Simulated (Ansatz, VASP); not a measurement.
**GaP: VASP beside Ansatz**

Wanted: the spread between two codes on one cell, functional and k mesh. The cell is taken from a series of runs on this material, whose earlier steps may have relaxed, scaled, displaced or heated it; both programs get it as it stands.

Calculated with Ansatz 0.2.0; plane waves, with VASP 6.6.1 beside it; G0W0 gap at LDA.

### 1. The starting structure

Symmetry: I-4m2, No. 119, tetragonal system. Conventional cell: a = 3.893 Å, b = 3.893 Å, c = 5.407 Å, α = 90.00°, β = 90.00°, γ = 90.00°. Nearest to Ga lie 4 P at 2.37 Å. Nearest to P lie 4 Ga at 2.37 Å. Farther neighbours are not listed.

As a file:

```cif
data_structure
_symmetry_space_group_name_H-M 'I-4m2'
_symmetry_Int_Tables_number 119
_cell_length_a 3.8926
_cell_length_b 3.8926
_cell_length_c 5.4070
_cell_angle_alpha 90.000
_cell_angle_beta 90.000
_cell_angle_gamma 90.000
_cell_volume 81.93
loop_
_atom_site_label
_atom_site_type_symbol
_atom_site_symmetry_multiplicity
_atom_site_Wyckoff_symbol
_atom_site_fract_x
_atom_site_fract_y
_atom_site_fract_z
_atom_site_occupancy
Ga1 Ga 2 a 0.00000 0.00000 0.00000 1
P1 P 2 d 0.50000 0.00000 0.25000 1
```

### 2. Ansatz: G0W0 gap, LDA

Ansatz runs on its default PAW (the set named soft_2) files.

Quasiparticle shifts depend on high empty states and on the cores, so they are the hardest test of two PAW sets.

Input file input.yaml:

```yaml
crystal:
  lattice:
    - [0.0, 2.7525025, 2.7035185734]
    - [2.7525025, 0.0, 2.7035185734]
    - [2.7525025, 2.7525025, 0.0]
  atoms:
    - { symbol: Ga, position: [0.0, 0.0, 0.0] }
    - { symbol: P, position: [0.75, 0.75, 0.75] }
kpoints:
  mp_grid: { grid: [6, 6, 6] }
hamiltonian:
  xc: lda
scf:
  occupations: { method: fixed }
gw:
  n_empty_bands: 188
  ecut_chi: 160.0
  qp_bands: [v3, c4]
  screening: { model: contour_deformation }
```

On the command line:

```
$ ansatz run input.yaml --threads 14 --pin off --max-ram 73728MiB --backend cpu --events-out ev --progress --plain --runs-dir out
```

Numbers of over 12 decimals in the logs are rounded to 6 here.

The program printed:

```text
Engine: ansatz 0.2.0, aarch64-unknown-linux-gnu
Pseudopotentials: kind: paw
Pseudopotential: Ga, paw, valence charge 13, recommended cutoff 420 eV (normal), Ga.paw.azcp
Pseudopotential: P, paw, valence charge 5, recommended cutoff 420 eV (normal), P.paw.azcp
Functional definition: SPW92
  exchange = slater_x
  correlation = pw_c
Crystal: 2 atoms, lattice volume = 40.965 Å³
Basis set: ecut = 420 eV, 829 PW (Γ)
Bands: 13, of which v1, the nominal top of the filled ones, is band 9 counted from 1 (8 counted from 0)
Symmetry: 8 space group operations
Space group: I-4m2 (ITA 119), of the structure as read, at distance tolerance 3.4e-5 Å
k-points: 30 of 216 (time reversal used)
Non-local potential: Ga, projectors of the file, l = 0: 2, l = 1: 2, l = 2: 3, l = 3: 1
Non-local potential: P, projectors of the file, l = 0: 2, l = 1: 2, l = 2: 2
PAW form: soft (Blöchl's): semilocal exchange-correlation on the pseudo side does not see the compensation charge
PAW frozen core: Ga, regenerated for the run's functional, and the local potential with it (the file was generated under x = pbe(κ = 0.804, μ = 0.219515), c = pbe(β = 0.066725))
PAW frozen core: P, regenerated for the run's functional, and the local potential with it (the file was generated under x = pbe(κ = 0.804, μ = 0.219515), c = pbe(β = 0.066725))
PAW one-centre angular grid: Ga, 590 points (default); XC on 64 Gauss nodes
PAW one-centre angular grid: P, 110 points (default); XC on 64 Gauss nodes
Initial density: superposition of atomic densities (neutral atoms: chi_scale 0, normalization atom), corrected by the library's trained network
Initial wavefunctions: pseudopotential atomic-orbital guess
Functional: x = slater, c = lda
SCF iter   1: F=—  HF=-4433.732516 eV  |F-HF|=—  |Δ(HF+E_count)|=         —  Δρ=6.00e-3  dr2=1.51e-2  ethr=1.77e-3  ⟨swp⟩=5.0  Hψ=2053  notcnv=0  defer=55
preconditioner: auto → none  [insulator: Δε(μ)=1.311 eV  Ē_g=15.445 eV  n_scr=14 (ndim 8)  ℏωp=24.6 eV  f_vac=0.013  ε∞_Penn≈3.5]
SCF iter   2: F=—  HF=-4433.727327 eV  |F-HF|=—  |Δ(HF+E_count)|=   5.19e-3  Δρ=2.92e-3  dr2=1.56e-3  ethr=8.40e-5  ⟨swp⟩=2.9  Hψ=793  notcnv=0  defer=60
SCF iter   3: F=—  HF=-4433.726919 eV  |F-HF|=—  |Δ(HF+E_count)|=   4.09e-4  Δρ=9.45e-4  dr2=2.82e-4  ethr=8.69e-6  ⟨swp⟩=2.6  Hψ=748  notcnv=0  defer=60
SCF iter   4: F=—  HF=-4433.726820 eV  |F-HF|=—  |Δ(HF+E_count)|=   9.84e-5  Δρ=3.44e-4  dr2=2.24e-5  ethr=1.57e-6  ⟨swp⟩=2.0  Hψ=723  notcnv=0  defer=56
SCF iter   5: F=—  HF=-4433.726818 eV  |F-HF|=—  |Δ(HF+E_count)|=   2.31e-6  Δρ=1.90e-5  dr2=1.02e-7  ethr=1.24e-7  ⟨swp⟩=2.9  Hψ=663  notcnv=0  defer=50
SCF iter   6: F=-4433.726818 eV  HF=-4433.726818 eV  |F-HF|=5.82e-9  |Δ(HF+E_count)|=   1.64e-8  Δρ=3.94e-6  dr2=7.89e-9  ethr=5.56e-10  ⟨swp⟩=7.0  Hψ=1827  notcnv=0
SCF 1 converged in 6 iterations: F = -4433.726818 eV  dr2 = 7.89e-9
  greatest PAW one-centre occupation: 0.994 electrons in one spin orbital (limit 2), on the Ga atom at site 0 (counted from 0), in its partial waves of l = 2
NSCF: frozen V_eff on 30 k-points
G₀W₀ screening: q 1/30
[... further progress lines ...]
NSCF: frozen V_eff on 1 k-points
NSCF: frozen V_eff on 1 k-points
[...]
SCF converged after 6 iterations
Free energy (F): -4433.726818 eV
Harris-Foulkes:  -4433.726818 eV  (|F-HF|=5.82e-9)
Internal energy: -4433.726818 eV  (E = F + TS)
E sigma→0 (E₀):  -4433.726818 eV
Fermi energy:    6.764085 eV
--- Per-component energies (eV) ---
  E_band       = -66.575847
  E_kinetic    = 186.321123
  E_local      = -2213.895314  (includes V_loc(G=0)·N_el)
  E_nonlocal   = 462.025786
  E_hartree    = 1020.464217
  E_xc         = -129.891703
  E_vxc        = -119.373747  (∫ρ·V_xc dr)
  E_paw        = -2453.102163  (= ΣΔE_a)
  E_vpaw       = -422.584568  (= ΣTr[D̂ρ^β])
  E_aug_tail   = -0.000109  (compensation charges beyond the density's cutoff)
  E_ewald      = -1307.494486
  E_core_change = 1.845831  (= ΣΔE_core)
  E_smearing   = -0.000000  (= −TS)
  E_closure    = -0.000000  (closes the sum)
  Σ components = -4433.726818   (vs F -4433.726818, Δ=0.00e0)
--- Band table (eV; the first three rows and the last of 30) ---
  k-point 0: bands = [... 5 lower, -5.7328, 6.6658, 6.6658, 6.7641, 8.2048, 10.4576, 10.4983, 10.4983]
  k-point 1: bands = [... 5 lower, -5.3823, 4.2628, 6.2832, 6.3736, 8.8870, 11.0195, 11.0310, 11.5417]
  k-point 2: bands = [... 5 lower, -4.4459, 1.4634, 5.7315, 5.8595, 8.3798, 11.3598, 11.4632, 14.0427]
  k-point 29: bands = [... 5 lower, -2.7335, -0.0217, 3.9484, 3.9484, 8.1340, 8.2697, 17.0263, 17.0263]
--- G₀W₀: contour deformation, 7 samples at zero and on the imaginary axis and 3 off it, 216 q-points, 188 empty bands' worth ---
[...]
14    13     12.3539    -7.1097    -5.1416   -12.5524  0.7450    12.6566    12.6550  root
    15     7      0.8616   -17.6092     3.4676   -13.7614  0.6964     0.4798     0.4814  root
    15     8      3.9611   -15.8040     1.9339   -13.4139  0.7363     3.5006     3.5050  root
    15     9      5.4437   -16.3867     1.4651   -14.4469  0.7541     4.9654     4.9689  root
    15    10      9.4217    -8.8987    -4.3358   -13.6206  0.7703     9.8101     9.8079  root
    15    11     11.4936    -7.0907    -4.7740   -12.1511  0.7558    11.7815    11.7800  root
    15    12     12.0178    -7.0589    -5.0562   -12.4527  0.7479    12.3571    12.3554  root
    15    13     13.9480    -7.1912    -5.6626   -13.1363  0.7338    14.2315    14.2305  root
    16     7      0.3582   -17.3761     3.6806   -13.3213  0.6972    -0.0178    -0.0160  root
    16     8      4.1813   -15.9451     1.8095   -13.6893  0.7406     3.7309     3.7350  root
    16     9      5.0057   -16.2029     1.6299   -14.0873  0.7501     4.5160     4.5200  root
    16    10      9.1946    -8.6406    -4.1910   -13.1692  0.7737     9.5338     9.5322  root
    16    11     11.3026    -7.4597    -4.8268   -12.6155  0.7541    11.6338    11.6316  root
    16    12     12.4013    -7.0762    -5.0937   -12.4920  0.7476    12.7253    12.7234  root
    16    13     13.7006    -6.7570    -5.4879   -12.5059  0.7398    13.9625    13.9617  root
    17     7      2.2276   -17.7803     2.8065   -14.5759  0.7063     1.8262     1.8296  root
    17     8      4.9115   -15.9752     1.4870   -14.0523  0.7505     4.4723     4.4756  root
    17     9      5.0833   -16.1544     1.5854   -14.0896  0.7510     4.6001     4.6040  root
    17    10      9.2810    -8.4679    -4.1462   -12.9330  0.7736     9.6013     9.5998  root
    17    11     10.7529    -8.2491    -4.8197   -13.4563  0.7553    11.1433    11.1404  root
    17    12     12.3787    -6.7191    -4.9080   -11.8801  0.7535    12.6327    12.6317  root
    17    13     12.7321    -7.5135    -5.2362   -13.0906  0.7409    13.0752    13.0731  root
    18     7      1.1027   -18.2502     3.3345   -14.5443  0.7012     0.7294     0.7312  root
    18     8      3.5208   -15.5090     2.1716   -12.8617  0.7279     3.0397     3.0450  root
[...]
28    13     14.0874    -6.8823    -5.6967   -12.8896  0.7344    14.3986    14.3980  root
    29     7     -0.0217   -18.0250     3.7930   -13.8835  0.6943    -0.3715    -0.3702  root
    29     8      3.9484   -15.9114     2.0656   -13.3393  0.7364     3.4361     3.4419  root
    29     9      3.9484   -15.9114     2.0656   -13.3393  0.7364     3.4361     3.4419  root
    29    10      8.1340    -6.8567    -3.8428   -10.8844  0.7889     8.3193     8.3189  root
    29    11      8.2697    -7.9342    -3.9526   -12.1812  0.7810     8.5651     8.5640  root
    29    12     17.0263    -7.1422    -7.0002   -14.4735  0.7124    17.3586    17.3574  root
    29    13     17.0263    -7.1422    -7.0002   -14.4735  0.7124    17.3586    17.3574  root
```

(Part 1 of 2 ends here.)

[Lines on the potential files, build, host, timing and source positions are cut from VASP's logs without a mark.]

[Logs are printed without paths, hosts, clocks, repeated set-up lines and the standing remarks that a program may print on its own settings, such as how far it seeks lower states.]

[Hosts, paths, dates, database ids (printed as entryN), source tags and the programs' standing remarks are cut or masked in the printed files.]
